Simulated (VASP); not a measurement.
# InP: equation of state with PBEsol

**The experiment to reproduce.**

From a printed reference work, data compilation, for a bulk crystal of InP: bulk modulus 71 GPa.

InP:

```
In P
1.0
     0.00000    2.93050    2.93050
     2.93050    0.00000    2.93050
     2.93050    2.93050    0.00000
In P
1 1
Direct
  0.00000 0.00000 0.00000
  0.75000 0.75000 0.75000
```

* Program: VASP 6.6.1
* Task: equation of state
* Functional: PBEsol
* Potentials or basis: VASP PAW PBE potentials, release 64 (In_d, P)
* Cutoff: 520 eV
* k mesh: 8 × 8 × 8
* Occupations: fermi-dirac, width 0.05 eV
* Spin: no spin polarisation

The equilibrium volume is 25.40 Å³/atom. The bulk modulus is 67 GPa and the pressure derivative of the bulk modulus is 4.6.

Energy against volume, from the lowest point:
```
volume (Å³/atom)  energy (meV/atom)
          23.657              28.03
          24.160              13.41
          24.663               4.27
          25.167               0.00
          25.670               0.10
          26.173               4.13
          26.677              11.64
```

All runs of the series together: 3.6 min on 1 thread of AMD EPYC 7R43 64-Core Processor (Zen 3) (shared host).

Measured bulk modulus of InP: 71 GPa (a printed reference work, data compilation). This calculation gives 67 GPa (-6.2 %). The fit is for a static lattice scaled at fixed shape and fixed fractional positions.

Caveat: the PAW data sets were made with another functional, which shifts forces and pressure a little.
